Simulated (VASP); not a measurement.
Wanted: the native input for a VASP 6.6.1 run.

| Property | Result |
| --- | --- |
| Task | electron localisation function |
| Functional | PBEsol |
| Potentials or basis | VASP PAW PBE potentials, release 64 (Ta_pv, Si) |
| Cutoff | 520 eV |
| k mesh | 5 × 5 × 3 |
| Occupations | gaussian, width 0.02 eV |
| Spin | no spin polarisation |
| Further INCAR settings | ALGO = Fast; EDIFF = 1e-06 |

The structure of TaSi2 lies in POSCAR:

```
TaSi2
1.0
    4.7839000000      0.0000000000      0.0000000000
   -2.3919500000      4.1429789292      0.0000000000
    0.0000000000      0.0000000000      6.5700000000
Ta Si
3 6
Direct
    0.0000000000      0.5000000000      0.3333333333
    0.5000000000      0.5000000000      0.6666666667
    0.5000000000      0.0000000000      0.0000000000
    0.3179400000      0.1589700000      0.3333333333
    0.1589700000      0.8410300000      0.6666666667
    0.8410300000      0.6820600000      0.0000000000
    0.6820600000      0.8410300000      0.3333333333
    0.8410300000      0.1589700000      0.6666666667
    0.1589700000      0.3179400000      0.0000000000
```

The input as run:

INCAR

```
PREC = Accurate ; ENCUT = 520
EDIFF = 1E-6 ; ISMEAR = 0
SIGMA = 0.02 ; LREAL = F
LASPH = T ; NELM = 60
ALGO = Fast ; ISIF = 2
LWAVE = F ; LCHARG = T
GGA = PS ; LELF = T
```

KPOINTS

```
regular mesh
0
Gamma
  5 5 3
```

Potentials or basis: VASP PAW PBE potentials, release 64 (Ta_pv, Si).

The run is started by

```bash
$ cat potpaw_PBE.64/Ta_pv/POTCAR potpaw_PBE.64/Si/POTCAR > POTCAR
$ mpirun -np 1 vasp_std > vasp.out
```

It gave:

```json
{
  "Pressure": "-1.9 GPa",
  "Largest force": "0.023 eV/Å",
  "Band gap on the k mesh": "none (metal or under the smearing width)"
}
```

Caveat: the PAW data sets were made with another functional, which shifts forces and pressure a little.

Wall time 59 s on 1 thread of Intel(R) Xeon(R) Platinum 8259CL CPU @ 2.50GHz (Skylake/Cascade Lake), with other jobs on the host, peak memory 0.25 GiB.
